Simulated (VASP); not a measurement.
# SnSe (Fm-3m) in VASP: further runs, part 2 of 2

VASP 6.6.1. The steps go on from the part before.

## (4) Relaxation of cell and atoms, PBEsol

Contents of INCAR:

```
SYSTEM = SnSe
ALGO = Normal ; EDIFF = 1E-7
EDIFFG = -0.005 ; ENCUT = 600
GGA = PS ; IBRION = 2
ISIF = 3 ; ISMEAR = 0
KPAR = 2 ; LASPH = .TRUE.
LCHARG = .FALSE. ; LREAL = .FALSE.
LWAVE = .FALSE. ; NELM = 80
NSW = 90 ; PREC = Accurate
SIGMA = 0.03
```

Contents of KPOINTS:

```
k-points
0
G
  10 10 10
  0 0 0
```

Contents of POSCAR:

```
SnSe                                    
1.0
    0.0000000000      2.9758393136      2.9758393136
    2.9758393136      0.0000000000      2.9758393136
    2.9758393136      2.9758393136     -0.0000000000
  Sn              Se            
     1     1
Direct
     0.0000000000000000    0.0000000000000000    0.0000000000000000
     0.5000000000000000    0.5000000000000000    0.5000000000000000
```

Potentials or basis: VASP PAW PBE potentials, release 64 (Sn_d, Se).

Command:

```console
cat potpaw_PBE.64/Sn_d/POTCAR potpaw_PBE.64/Se/POTCAR > POTCAR
mpirun -np 2 vasp_std > vasp.out
```

OUTCAR:

```text
SYSTEM = SnSe
   EDIFF = 1E-7
   EDIFFG = -0.005
   ENCUT = 600
   GGA = PS
   IBRION = 2
   ISIF = 3
   ISMEAR = 0
   LASPH = .TRUE.
   LREAL = .FALSE.
   NELM = 80
   NSW = 90
   PREC = Accurate

 ion  position               nearest neighbor table
   1  0.000  0.000  0.000-   2 2.98   2 2.98   2 2.98   2 2.98   2 2.98   2 2.98
   2  0.500  0.500  0.500-   1 2.98   1 2.98   1 2.98   1 2.98   1 2.98   1 2.98

  LATTYP: Found a face centered cubic cell.
 ALAT       =     5.9516786272

  Lattice vectors:

 A1 = (   0.0000000000,   2.9758393136,   2.9758393136)
 A2 = (   2.9758393136,   0.0000000000,   2.9758393136)
 A3 = (   2.9758393136,   2.9758393136,   0.0000000000)

Analysis of symmetry for initial positions (statically):
=====================================================================
 Subroutine PRICEL returns:
 Original cell was already a primitive cell.

 Routine SETGRP: Setting up the symmetry group for a
 face centered cubic supercell.

 Subroutine GETGRP returns: Found 48 space group operations
 (whereof 48 operations were pure point group operations)
[... 182 lines left out ...]
      7       0.8338      2.00000
      8       3.5497      2.00000
      9       3.5497      2.00000
     10       3.5497      2.00000
     11      10.2427      0.00000
     12      10.2427      0.00000
     13      10.2427      0.00000
     14      11.5914      0.00000
[... 377 lines left out ...]
      1     -15.6748      2.00000
      2     -15.6546      2.00000
      3     -15.6447      2.00000
      4     -15.6338      2.00000
      5     -15.6328      2.00000
      6      -7.2666      2.00000
      7      -1.0538      2.00000
      8       1.8963      2.00000
      9       2.3663      2.00000
     10       2.7634      2.00000
     11       9.1182      0.00000
     12       9.7678      0.00000
     13      10.4420      0.00000
     14      10.8465      0.00000

 [... further k-points ...]

------------------------ aborting loop because EDIFF is reached ----------------------------------------

  FORCE on cell =-STRESS in cart. coord.  units (eV):
  Direction    XX          YY          ZZ          XY          YZ          ZX
  --------------------------------------------------------------------------------------
  -------------------------------------------------------------------------------------
  Total       -0.0039981     -0.0039981     -0.0039981     -0.0000000      0.0000000      0.0000000
  in kB       -0.1215358     -0.1215358     -0.1215358     -0.0000000      0.0000000      0.0000000
  external PRESSURE =      -0.1215358 kB  Pullay stress =       0.0000000 kB

 VOLUME and BASIS-vectors are now :
 -----------------------------------------------------------------------------
  energy-cutoff  :      600.00
  volume of cell :       52.71
      direct lattice vectors                 reciprocal lattice vectors
     0.000000000  2.975839314  2.975839314    -0.168019825  0.168019825  0.168019825
     2.975839314  0.000000000  2.975839314     0.168019825 -0.168019825  0.168019825
     2.975839314  2.975839314  0.000000000     0.168019825  0.168019825 -0.168019825

 POSITION                                       TOTAL-FORCE (eV/Angst)
 -----------------------------------------------------------------------------------
      0.00000      0.00000      0.00000         0.000000      0.000000      0.000000
      2.97584      2.97584      2.97584         0.000000     -0.000000     -0.000000
 -----------------------------------------------------------------------------------
    total drift:                               -0.000000      0.000000      0.000000

  FREE ENERGIE OF THE ION-ELECTRON SYSTEM (eV)
  ---------------------------------------------------
  free  energy   TOTEN  =        -8.9780822278 eV

  energy  without entropy=       -8.9780822278  energy(sigma->0) =       -8.97808223

 reached required accuracy - stopping structural energy minimisation
```

OSZICAR:

```text
N       E                     dE             d eps       ncg     rms          rms(c)
DAV:   1     0.135730189425E+03    0.13573E+03   -0.10881E+04  1322   0.191E+03
DAV:   2     0.356300495121E+01   -0.13217E+03   -0.12948E+03  1376   0.417E+02
DAV:   3    -0.882306675557E+01   -0.12386E+02   -0.12233E+02  1700   0.107E+02
DAV:   4    -0.912605958975E+01   -0.30299E+00   -0.30285E+00  1418   0.187E+01
DAV:   5    -0.913534461460E+01   -0.92850E-02   -0.92849E-02  1912   0.324E+00    0.317E+00
DAV:   6    -0.898258810901E+01    0.15276E+00   -0.38589E-01  1882   0.485E+00    0.193E+00
DAV:   7    -0.897814685727E+01    0.44413E-02   -0.66858E-02  1492   0.154E+00    0.867E-01
DAV:   8    -0.897814036919E+01    0.64881E-05   -0.60883E-03  1532   0.839E-01    0.763E-02
DAV:   9    -0.897806052271E+01    0.79846E-04   -0.81920E-04  1818   0.280E-01    0.457E-02
DAV:  10    -0.897808093156E+01   -0.20409E-04   -0.77376E-05  1436   0.607E-02    0.117E-02
DAV:  11    -0.897808215003E+01   -0.12185E-05   -0.91231E-06  1760   0.312E-02    0.203E-03
DAV:  12    -0.897808226533E+01   -0.11531E-06   -0.71468E-07  1646   0.113E-02    0.120E-03
DAV:  13    -0.897808222779E+01    0.37537E-07   -0.18486E-08   796   0.139E-03
   1 F= -.89780822E+01 E0= -.89780822E+01  d E =-.897808E+01
```

Wall time 14 s (2 MPI ranks of Intel Xeon Platinum 8559C (Emerald Rapids), shared host); peak memory 0.22 GiB.

What came out:

```yaml
Free_energy: -8.9781 eV
Pressure_after_relaxing: 0.0 GPa
Band_gap_on_the_k_mesh: 0.48 eV, indirect (least direct gap 0.58 eV)
```

Final structure:
```yaml
crystal:
  lattice:
    - [0.00000, 2.97584, 2.97584]
    - [2.97584, 0.00000, 2.97584]
    - [2.97584, 2.97584, 0.00000]
  atoms:
    - { symbol: Sn, position: [0.00000, 0.00000, 0.00000] }
    - { symbol: Se, position: [0.50000, 0.50000, 0.50000] }
```

Caveat: the relaxation stopped at its first step, so nothing moved; the PAW data sets were made with another functional, which shifts forces and pressure a little; spin-orbit coupling is left out, which moves the levels of the heavy elements. A k mesh can miss the band edges.
